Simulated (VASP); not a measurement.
# CdS (Fm-3m) in VASP: notebook

One crystal, CdS, is run at these levels: PBE; tasks: G0W0 quasiparticle levels.

Program: VASP 6.6.1. These are calculated values, not measurements. Logs are shortened: lines on timing, memory, paths and dates and some standing lists are left out, and cuts for length are marked.

## Step 1: Starting point

It takes space group Fm-3m (No. 225, cubic). Conventional cell: a = 5.506 Å, b = 5.506 Å, c = 5.506 Å, α = 90.00°, β = 90.00°, γ = 90.00°. Cd (site symmetry m-3m) is surrounded by 6 S at 2.75 Å. S (site symmetry m-3m) is surrounded by 6 Cd at 2.75 Å.

Measurements of this composition are mostly on another form, of space group No. 186.

## Step 2: G0W0 quasiparticle levels, PBE

The input, POSCAR:

```
CdS
1.0
    0.0000000000      2.7532440000      2.7532440000
    2.7532440000      0.0000000000      2.7532440000
    2.7532440000      2.7532440000      0.0000000000
Cd S
1 1
Direct
    0.0000000000      0.0000000000      0.0000000000
    0.5000000000      0.5000000000      0.5000000000
```

The input, INCAR.step1:

```
SYSTEM = CdS
  PREC = Accurate
  ENCUT = 450
  EDIFF = 1E-8
  ISMEAR = 0
  SIGMA = 0.01
  LREAL = .FALSE.
  LASPH = .TRUE.
  NELM = 80
  ALGO = Fast
  LWAVE = .TRUE.
  LCHARG = .FALSE.
  GGA = PE
```

The input, INCAR.step2:

```
SYSTEM = CdS
  PREC = Accurate
  ENCUT = 450
  EDIFF = 1E-8
  ISMEAR = 0
  SIGMA = 0.01
  LREAL = .FALSE.
  LASPH = .TRUE.
  NELM = 1
  ALGO = Exact
  LWAVE = .TRUE.
  LCHARG = .FALSE.
  GGA = PE
  NBANDS = 109
  LOPTICS = .TRUE.
  ISTART = 1
```

The input, INCAR.step3:

```
SYSTEM = CdS
  PREC = Accurate
  ENCUT = 450
  EDIFF = 1E-8
  ISMEAR = 0
  SIGMA = 0.01
  LREAL = .FALSE.
  LASPH = .TRUE.
  ALGO = EVGW0
  LWAVE = .FALSE.
  LCHARG = .FALSE.
  GGA = PE
  NELMGW = 1
  NBANDS = 109
  ENCUTGW = 260
  NOMEGA = 48
  PRECFOCK = Fast
  ISTART = 1
  NBANDSGW = 17
```

The input, KPOINTS:

```
regular mesh
0
G
  3 3 3
  0 0 0
```

Potentials or basis: VASP PAW PBE potentials, release 64 (Cd_GW, S_GW).

The run is started by

```sh
> cat potpaw_PBE.64/Cd_GW/POTCAR potpaw_PBE.64/S_GW/POTCAR > POTCAR
> cp INCAR.step1 INCAR
> mpirun -np 1 vasp_std > vasp.out
> cp INCAR.step2 INCAR
> mpirun -np 1 vasp_std > vasp.out
> cp INCAR.step3 INCAR
> mpirun -np 1 vasp_std > vasp.out
```

OUTCAR:

```text
SYSTEM = CdS
   PREC = Accurate
   ENCUT = 450
   EDIFF = 1E-8
   ISMEAR = 0
   LREAL = .FALSE.
   LASPH = .TRUE.
   GGA = PE
   NELMGW = 1
   ENCUTGW = 260
   PRECFOCK = Fast
   ISTART = 1

 Found      4 irreducible k-points:

 Following reciprocal coordinates:
            Coordinates               Weight
  0.000000  0.000000  0.000000      1.000000
  0.333333  0.000000  0.000000      8.000000
  0.333333  0.333333  0.000000      6.000000
 -0.333333  0.333333  0.000000     12.000000
   k-points           NKPTS =      4   k-points in BZ     NKDIM =     27   number of bands    NBANDS=    109
   number of dos      NEDOS =    301   number of ions     NIONS =      2
   total plane-waves  NPLWV =  21952
   dimension x,y,z NGX =    28 NGY =   28 NGZ =   28
   dimension x,y,z NGXF=    56 NGYF=   56 NGZF=   56
   ions per type =               1   1
   NGX,Y,Z   is equivalent  to a cutoff of  11.95, 11.95, 11.95 a.u.
   NGXF,Y,Z  is equivalent  to a cutoff of  23.91, 23.91, 23.91 a.u.
 SYSTEM =  CdS
   PREC   = accura    normal or accurate (medium, high low for compatibility)
   ISTART =      1    job   : 0-new  1-cont  2-samecut
   ICHARG =      0    charge: 1-file 2-atom 10-const
   ISPIN  =      1    spin polarized calculation?
   LNONCOLLINEAR =      F non collinear calculations
   LSORBIT =      F    spin-orbit coupling
   LASPH  =      T    aspherical Exc in radial PAW
   ENCUT  =  450.0 eV  33.07 Ry    5.75 a.u.   6.73  6.73  6.73*2*pi/ulx,y,z
   NELM   =     60;   NELMIN=  2; NELMDL=  0     # of ELM steps
   EDIFF  = 0.1E-07   stopping-criterion for ELM
   LREAL  =      F    real-space projection
   EDIFFG = 0.1E-06   stopping-criterion for IOM
   NSW    =      0    number of steps for IOM
   IBRION =     -1    ionic relax: 0-MD 1-quasi-New 2-CG
   NFREE  =      0    steps in history (QN), initial steepest desc. (CG)
   ISIF   =      0    stress and relaxation
   ISYM   =      3    0-nonsym 1-usesym 2-fastsym
   POTIM  = 0.5000    time-step for ionic-motion
   TEBEG  =    0.0;   TEEND  =   0.0 temperature during run
   PSTRESS=    0.0 pullay stress
   NELECT =      18.0000    total number of electrons
   NUPDOWN=      -1.0000    fix difference up-down
   EMIN   =  10.00;   EMAX   =-10.00  energy-range for DOS
   EFERMI =   0.00;   METHOD = LEGACY
   ISMEAR =     0;   SIGMA  =   0.01  broadening in eV -4-tet -1-fermi 0-gaus
   EFERMI_NEDOS =   21; number of points for ismear=-14 and -15
   IALGO  =     38    algorithm
   IMIX   =      4    mixing-type and parameters
     AMIX     =   0.40;   BMIX     =  1.00
     AMIX_MAG =   1.60;   BMIX_MAG =  1.00
  volume/ion in A,a.u.               =      20.87       140.84
  Fermi-wavevector in a.u.,A,eV,Ry     =   1.236833  2.337275 20.813583  1.529755
  Thomas-Fermi vector in A             =   2.371425
   LORBIT       =      0    0 simple, 1 ext, 2 COOP (PROOUT), +10 PAW based schemes
   GGA     = PE    functional components
   LHFCALC =     T    Hartree Fock is set to
   PRECFOCK=fast      Normal, Fast or Accurate (Low or Medium for compatibility)
   ENCUT4O =  -1.0   cutoff for four orbital integrals eV
   NKREDX  =     1    reduce k-point grid by
   NKREDY  =     1    reduce k-point grid by
   NKREDZ  =     1    reduce k-point grid by
   AEXX    =    1.0000 exact exchange contribution
   HFSCREEN=    0.0000 screening length (either q_TF or 0.3 A-1)
   HFSCREENC=   0.0000 screening length for correlation (either q_TF or 0.3 A-1)
   ENCUTFOCK=  -1.0 apply spherical cutoff to Coloumb kernel
   IVDW    =     0    specifies the selected vdW correction
   LEPSILON=     F    determine dielectric tensor
   LRPA    =     F    only Hartree local field effects (RPA)
   LRPAFORCE           =     F    calculate RPA forces
   ENCUTGW             = 260.0    cutoff for response function in eV
   ENCUTGWSOFT         = 208.0    soft cutoff for Coulomb kernel in GW response function in eV
   ENCUTLF             =  -1.0    cutoff for local field effects
   NELMGW              =     1    number of iterations in solving QP/BSE equation
   NELMHF              =     1    number of iterations in the inner HF iteration
   NKREDLFX            =     1    NKREDLFY  =   1   NKREDLFZ  =   1
 non-spin polarized calculation
 Gauss-broadening in eV      SIGMA  =   0.01
  energy-cutoff  :      450.00
  volume of cell :       41.74
 maximum number of plane-waves:       906
  NGX = 16; NGY = 16; NGZ = 16
   NGX = 13   NGY = 13   NGZ = 13
 maximum number of plane-waves:       411

 QP shifts <psi_nk| G(iteration)W_0 |psi_nk>: iteration 1
 for sc-GW calculations column KS-energies equals QP-energies in previous step
 and V_xc(KS)=  KS-energies - (<T + V_ion + V_H > + <T+V_H+V_ion>^1  + <V_x>^1)

 k-point   1 :       0.0000    0.0000    0.0000
  band No.  KS-energies  QP-energies   sigma(KS)   V_xc(KS)     V^pw_x(r,r')   Z            occupation Imag(sigma)

      1      -8.2276      -8.5724     -13.2190     -12.6774     -20.6295       0.6367       2.0000       1.2941
      2      -3.3314      -5.0948     -17.8772     -15.3689     -23.1447       0.7030       2.0000       0.4075
      3      -3.3314      -5.0948     -17.8772     -15.3689     -23.1447       0.7030       2.0000       0.4075
      4      -3.3314      -5.0948     -17.8772     -15.3689     -23.1447       0.7030       2.0000       0.4075
      5      -3.3250      -5.1057     -18.0157     -15.5047     -23.4091       0.7091       2.0000       0.4712
      6      -3.3250      -5.1057     -18.0157     -15.5047     -23.4091       0.7091       2.0000       0.4712
      7       3.7196       3.2064     -13.7906     -13.0850     -16.2014       0.7275       2.0000       0.1450
      8       3.7196       3.2064     -13.7906     -13.0850     -16.2014       0.7275       2.0000       0.1450
      9       3.7196       3.2064     -13.7906     -13.0850     -16.2014       0.7275       2.0000       0.1450
     10       5.1941       5.2782     -11.0558     -11.1650      -6.6880       0.7691       0.0000      -0.0381
     11      13.5340      13.7132      -9.9923     -10.2256      -4.9391       0.7683       0.0000      -0.1727
     12      13.5340      13.7132      -9.9923     -10.2256      -4.9391       0.7683       0.0000      -0.1727
     13      13.5340      13.7132      -9.9923     -10.2256      -4.9391       0.7683       0.0000      -0.1727
     14      15.5411      15.2727      -7.2609      -6.9095      -1.8398       0.7637       0.0000      -0.2479
     15      15.6056      15.7983      -9.8912     -10.1578      -3.6388       0.7228       0.0000      -0.4130
     16      15.6056      15.7983      -9.8912     -10.1578      -3.6388       0.7228       0.0000      -0.4130
     17      15.6056      15.7983      -9.8912     -10.1578      -3.6388       0.7228       0.0000      -0.4130

 k-point   2 :       0.3333    0.0000    0.0000
  band No.  KS-energies  QP-energies   sigma(KS)   V_xc(KS)     V^pw_x(r,r')   Z            occupation Imag(sigma)

      1      -7.4582      -7.7949     -13.6835     -13.1618     -20.8816       0.6454       2.0000       1.1611
      2      -3.5366      -5.2510     -17.6946     -15.2501     -23.1242       0.7014       2.0000       0.4670
      3      -3.5366      -5.2510     -17.6946     -15.2501     -23.1242       0.7014       2.0000       0.4670
      4      -3.4494      -5.1548     -17.4612     -15.0321     -22.7137       0.7021       2.0000       0.4263
      5      -3.1878      -4.9721     -18.0773     -15.5483     -23.3571       0.7056       2.0000       0.4169
      6      -3.1878      -4.9721     -18.0773     -15.5483     -23.3571       0.7056       2.0000       0.4169
      7       0.2810      -0.4283     -12.7052     -11.7510     -15.6613       0.7433       2.0000       0.3283
      8       4.2280       3.6881     -14.2580     -13.5261     -16.5622       0.7376       2.0000       0.1470
      9       4.2280       3.6881     -14.2580     -13.5261     -16.5622       0.7376       2.0000       0.1470
     10       7.9525       8.0115     -10.1441     -10.2212      -5.6880       0.7644       0.0000      -0.0770
     11      10.8950      11.1548     -11.4413     -11.7908      -5.9523       0.7434       0.0000      -0.1829
     12      10.9457      11.1507      -9.8739     -10.1402      -4.9996       0.7697       0.0000      -0.1282
     13      10.9457      11.1507      -9.8739     -10.1402      -4.9996       0.7697       0.0000      -0.1282
     14      15.3946      15.3685      -8.9315      -8.8973      -3.2307       0.7600       0.0000      -0.3274
     15      15.8326      16.1538     -10.2651     -10.6923      -4.6916       0.7519       0.0000      -0.2948
     16      15.8326      16.1538     -10.2651     -10.6923      -4.6916       0.7519       0.0000      -0.2948
     17      21.5623      21.8998     -10.5888     -11.0367      -3.7775       0.7535       0.0000      -0.8801

 k-point   3 :       0.3333    0.3333    0.0000
  band No.  KS-energies  QP-energies   sigma(KS)   V_xc(KS)     V^pw_x(r,r')   Z            occupation Imag(sigma)

      1      -7.4873      -7.8764     -13.9702     -13.3586     -21.1870       0.6361       2.0000       1.1074
      2      -3.4403      -5.1868     -17.6919     -15.2040     -22.9534       0.7020       2.0000       0.4073
      3      -3.2483      -5.0317     -18.1028     -15.5836     -23.5003       0.7080       2.0000       0.4701
      4      -3.1787      -4.7855     -17.2933     -15.0298     -22.6047       0.7098       2.0000       0.4961
      5      -3.1578      -4.9369     -18.0708     -15.5468     -23.3394       0.7049       2.0000       0.4114
      6      -3.1578      -4.9369     -18.0708     -15.5468     -23.3394       0.7049       2.0000       0.4114
      7       1.1879       0.5233     -12.9654     -12.0649     -15.6816       0.7381       2.0000       0.2633
      8       2.7173       2.1516     -13.2127     -12.4333     -15.8230       0.7258       2.0000       0.1754
      9       2.7173       2.1516     -13.2127     -12.4333     -15.8230       0.7258       2.0000       0.1754
     10       5.9749       6.0613     -10.7565     -10.8689      -6.5167       0.7693       0.0000      -0.0369
     11      10.8147      10.8037      -9.3032      -9.2890      -4.7288       0.7708       0.0000      -0.0864
     12      12.2754      12.4885     -11.1333     -11.4223      -5.8135       0.7369       0.0000      -0.1840
     13      14.1558      14.4065     -10.2935     -10.6264      -4.6148       0.7530       0.0000      -0.2740
     14      14.1558      14.4065     -10.2935     -10.6264      -4.6148       0.7530       0.0000      -0.2740
     15      17.6796      18.0930     -11.4160     -11.9676      -5.4647       0.7496       0.0000      -0.4739
     16      19.5780      20.0537     -10.9150     -11.5431      -4.2763       0.7573       0.0000      -0.7204
     17      19.5780      20.0537     -10.9150     -11.5431      -4.2763       0.7573       0.0000      -0.7204

 k-point   4 :      -0.3333    0.3333    0.0000
  band No.  KS-energies  QP-energies   sigma(KS)   V_xc(KS)     V^pw_x(r,r')   Z            occupation Imag(sigma)

      1      -7.1911      -7.5831     -14.2472     -13.6349     -21.4150       0.6402       2.0000       1.0572
      2      -3.4627      -5.1917     -17.7858     -15.3331     -23.2267       0.7049       2.0000       0.4791
      3      -3.4290      -5.1366     -17.4923     -15.0641     -22.7524       0.7033       2.0000       0.4274
      4      -3.2652      -5.0149     -17.8126     -15.3252     -23.0690       0.7035       2.0000       0.4169
      5      -3.1336      -4.9234     -18.1245     -15.5915     -23.3913       0.7066       2.0000       0.4099
      6      -2.8377      -4.4988     -17.9477     -15.6201     -23.2646       0.7136       2.0000       0.4729
      7       0.6035      -0.0809     -12.5335     -11.6104     -15.2753       0.7414       2.0000       0.2987
      8       1.2571       0.6041     -12.4938     -11.5987     -15.3792       0.7295       2.0000       0.2645
      9       3.5116       2.9411     -13.7007     -12.9206     -16.0948       0.7314       2.0000       0.1631
     10       7.1880       7.2990     -10.7742     -10.9194      -6.4109       0.7650       0.0000      -0.0515
     11      10.8210      11.0017     -10.7350     -10.9749      -5.8056       0.7533       0.0000      -0.1335
     12      12.1783      12.4501     -10.6369     -11.0007      -5.4499       0.7473       0.0000      -0.1675
     13      12.4002      12.5791     -10.4464     -10.6858      -5.2947       0.7473       0.0000      -0.1692
     14      15.4239      15.5891      -9.8562     -10.0748      -4.1080       0.7556       0.0000      -0.3488
     15      16.3045      16.5795      -9.9360     -10.3050      -4.2935       0.7452       0.0000      -0.3061
     16      19.7755      20.1683     -10.6540     -11.1812      -3.9642       0.7451       0.0000      -0.7779
     17      20.9739      21.3833     -10.7269     -11.2693      -4.0494       0.7548       0.0000      -0.8342
```

Wall time 42 s (1 thread of Intel Xeon 6975P-C (Granite Rapids), shared host); peak memory 0.44 GiB.

These settings aren't checked as converged: the numbers below hold their error.

Results:

```yaml
Band_gap_on_the_k_mesh_mean-field_level: 0.97 eV, indirect (least direct gap 1.47 eV)
Quasiparticle_gap: 1.59 eV
Least_direct_quasiparticle_gap: 2.07 eV
```

Caveat: the k mesh is coarse (spacing up to 0.66 Å⁻¹), so the values aren't converged; bands, screening cutoff and mesh are small and nothing is extrapolated, so the quasiparticle values aren't converged; an odd mesh through Γ misses points on the zone boundary, where band edges often lie.

(Part 1 of 3 ends here.)
